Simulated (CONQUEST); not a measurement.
Runs of CONQUEST 1.3 on TiO2. The structure is tetragonal, space group P4_2/mnm (No. 136). The conventional cell has a = 4.600 Å, b = 4.600 Å, c = 2.959 Å, α = 90.00°, β = 90.00°, γ = 90.00°. Ti (site symmetry mmm) is surrounded by 6 O at 1.95 to 1.98 Å. O (site symmetry m2m) is surrounded by 3 Ti at 1.95 to 1.98 Å. The cell is a database's computed one.

| task | level | potentials or basis | k mesh | mesh quality | gap on the mesh (eV) | pressure (GPa) | V0 of scaled cells (Å³/atom) | B0 (GPa) | largest force (eV/Å) |
| --- | --- | --- | --- | --- | --- | --- | --- | --- | --- |
| single point | PBEsol | PseudoDojo NC PBEsol, DZP, grid cutoff 150 Ha | 9 × 6 × 6 | not flagged | 1.70 | -0.9 | - | - | 0.05 |
| equation of state | PBE | PseudoDojo NC PBE, DZ, grid of 32 × 48 × 48 points | 9 × 6 × 6 | not flagged | - | - | (b) | 251 | - |
| single point | PBE | PseudoDojo NC PBE, DZP, grid cutoff 150 Ha | 9 × 6 × 6 | not flagged | (a) | 6.1 | - | - | 0.04 |
| single point | PBE | PseudoDojo NC PBE, SZ, grid cutoff 150 Ha | 9 × 6 × 6 | not flagged | 1.32 | 1.5 | - | - | 0.17 |
| single point | PBE | PseudoDojo NC PBE, SZP, grid cutoff 150 Ha | 8 × 5 × 5 | not flagged | 1.60 | 7.5 | - | - | 0.12 |
| equation of state | PBE | PseudoDojo NC PBE, SZ, grid of 32 × 48 × 48 points | 9 × 6 × 6 | not flagged | - | - | 10.51 | 244 | - |
| single point | PBE | PseudoDojo NC PBE, SZP, grid cutoff 150 Ha | 5 × 4 × 4 | coarse | 1.60 | 7.5 | - | - | 0.12 |
| equation of state | LDA | PseudoDojo NC LDA, DZP, grid of 32 × 48 × 48 points | 9 × 6 × 6 | not flagged | - | - | 10.16 | 266 | - |

Alike in all rows: no spin polarisation; cell as given; smearing fermi-dirac 0.05 eV.

**Question.** Fill in the values left out.

**Answer.** (a) 1.73; (b) 10.63.

Caveats: some runs use coarse meshes; the basis of atomic orbitals isn't converged, which shifts pressures, moduli and gaps; an odd mesh through Γ misses points on the zone boundary, where band edges often lie (some runs); the atomic basis is small (some runs); the cell was scaled at fixed shape and fractional positions, which overstates the stiffness of a crystal with free parameters, most of all of layers and chains (some runs); the DZP basis gives volumes some 2 % larger than converged bases do, and moduli off by several per cent (some runs).

Not every run made on this cell is shown here.
